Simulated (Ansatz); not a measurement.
# Te2Mo: the cost of one run

Program: Ansatz 0.2.0. Level of theory: DFT PBEsol, scalar-relativistic, plane waves, PAW. These are calculated values, not measurements.

1 further run of the same task is left out (set aside as unsound or not needed).

### Step 1. The starting structure

Symmetry: P-3m1, No. 164, trigonal system. The conventional cell has a = 3.493 Å, b = 3.493 Å, c = 37.516 Å, α = 90.00°, β = 90.00°, γ = 120.00°. Around Te (site symmetry 3m) lie 3 Mo at 2.71 Å. Te (site symmetry 3m) is surrounded by 3 Mo at 2.70 Å. Mo (site symmetry 3m) is surrounded by 6 Te at 2.70 to 2.71 Å. Around Mo (site symmetry 3m) lie 6 Te at 2.71 Å.

Coordinates:

```xyz
12
Lattice="3.4932 0.0000 0.0000 -1.7466 3.0252 0.0000 0.0000 0.0000 37.5161" Properties=species:S:1:pos:R:3 pbc="T T T"
Te    0.0000    2.0168   32.2054
Te    0.0000    2.0168    8.6976
Te    1.7466    1.0084   25.2107
Te    1.7466    1.0084    1.6997
Te    1.7466    1.0084   28.8186
Te    1.7466    1.0084    5.3107
Te    0.0000    2.0168   35.8164
Te    0.0000    2.0168   12.3054
Mo    0.0000    2.0168   27.0123
Mo    0.0000    2.0168    3.5052
Mo    1.7466    1.0084   34.0109
Mo    1.7466    1.0084   10.5038
```

It goes back to an entry of the Materials Project, which need not be the stable form.

It is the result of an earlier relaxation at this level (volume 33.04 Å³/atom; gap on the mesh: 0.89 eV).

### Step 2. The scan

Atoms count from 1 in the order of the input.

One atom moved over a plane, all else fixed.

- shift of Te1 along x: 5 values from −0.68 to 0.68 Å
- shift of Te1 along [0 0 1]: 5 values from −0.68 to 0.68 Å

Nothing else is relaxed (all other atoms fixed). Energies count from the relaxed crystal. Points are written as (first, second).

### Step 3. The run at (−0.68 Å, −0.34 Å)

Contents of input.yaml:

```yaml
crystal:
  lattice:
    - [3.4932091909, 0.0, 0.0]
    - [-1.7466045954, 3.0252079, 0.0]
    - [0.0, 0.0, 37.5161156315]
  atoms:
    - { symbol: Te, position: [0.1162145159, 0.507724661, 0.8493797523] }
    - { symbol: Te, position: [0.3333333333, 0.6666666667, 0.2318351738] }
    - { symbol: Te, position: [0.6666666667, 0.3333333333, 0.6719958813] }
    - { symbol: Te, position: [0.6666666667, 0.3333333333, 0.0453069351] }
    - { symbol: Te, position: [0.6666666667, 0.3333333333, 0.7681648262] }
    - { symbol: Te, position: [0.6666666667, 0.3333333333, 0.1415574758] }
    - { symbol: Te, position: [0.3333333333, 0.6666666667, 0.9546930649] }
    - { symbol: Te, position: [0.3333333333, 0.6666666667, 0.3280041187] }
    - { symbol: Mo, position: [0.3333333333, 0.6666666667, 0.7200184287] }
    - { symbol: Mo, position: [0.3333333333, 0.6666666667, 0.0934314856] }
    - { symbol: Mo, position: [0.6666666667, 0.3333333333, 0.9065685144] }
    - { symbol: Mo, position: [0.6666666667, 0.3333333333, 0.2799815713] }
basis:
  ecutwfc: 420
kpoints:
  mp_grid: { grid: [9, 9, 1] }
hamiltonian:
  xc: pbesol
  pseudopotentials: { kind: paw, azcp: { folder: soft_1 } }
scf:
  occupations: { method: gaussian, width: 0.05 }
output:
  forces: true
  stress: true
  eigenvalues: true
  write_density: true
  write_potential: true
  elf: true
  volumetric_format: npy
```

Launch:

```console
$ ansatz run input.yaml --threads 4 --pin off --max-ram 8192MiB --backend cpu --events-out ev --progress --plain --runs-dir out
```

What time and memory should one allow on 4 threads of Intel Xeon Platinum 8259CL at 2.50GHz (Skylake/Cascade Lake), shared host?

About 1.8 min, with a peak of 1.9 GiB.
